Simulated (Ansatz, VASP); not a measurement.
# Y: VASP beside Ansatz

File INCAR:

```
SYSTEM = Y
PREC = Accurate ; ENCUT = 520
EDIFF = 1E-6 ; ISMEAR = 0
SIGMA = 0.1 ; LREAL = .False.
LASPH = .True. ; NELM = 100
ALGO = Normal ; ISIF = 2
LWAVE = .False. ; LCHARG = .False.
GGA = PE ; NBANDS = 18
```

File KPOINTS:

```
regular mesh
0
Gamma
  12 12 8
  0 0 0
```

File POSCAR:

```
Y
1.0
    3.7429327780      0.0000000000      0.0730299847
   -1.8714663889      3.1870202176     -0.0365149924
    0.1149480000      0.0000000000      5.6730286440
Y
2
Direct
    0.3728616360      0.7457232722      0.2500000000
    0.6271383640      0.2542767278      0.7500000000
```

Input for Ansatz:

```yaml
crystal:
  lattice:
    - [3.742932778, 0.0, 0.0730299847]
    - [-1.8714663889, 3.1870202176, -0.0365149924]
    - [0.114948, 0.0, 5.673028644]
  atoms:
    - { symbol: "Y", position: [0.372861636, 0.7457232722, 0.25] }
    - { symbol: "Y", position: [0.627138364, 0.2542767278, 0.75] }
basis:
  ecutwfc: 420
kpoints:
  mp_grid: { grid: [12, 12, 8] }
hamiltonian:
  xc: pbe
scf:
  occupations: { method: gaussian, width: 0.1 }
output:
  forces: true
  stress: true
  eigenvalues: true
  populations: true
```

Alike in both runs: task single point; functional PBE; k mesh 12 × 12 × 8; occupations gaussian, width 0.1 eV; no spin polarisation.

```csv
,VASP,Ansatz
version,VASP 6.6.1,Ansatz 0.2.0
potentials or method,"VASP PAW PBE potentials, release 64 (Y_sv)","scalar-relativistic, plane waves, PAW"
plane-wave cutoff (eV),520,420
valence electrons in the cell,22,22
```

VASP gave:

```
gap on the k mesh at the Fermi level (eV)       : none
pressure (GPa)                                  : -1.2
largest component of the traceless stress (GPa) : 2.84
rms of the force components (eV/Å)              : 0.399
```

Q: Which values does Ansatz return?

A: gap on the k mesh at the Fermi level (eV): none; pressure (GPa): -1.1; largest component of the traceless stress (GPa): 2.85; rms of the force components (eV/Å): 0.398.

Atom by atom the forces differ by 0.001 eV/Å (rms over components). A gap of «none» marks a metal or a gap that the smearing closes. With one functional, cell and mesh, what is left measures potentials, basis and numerics.
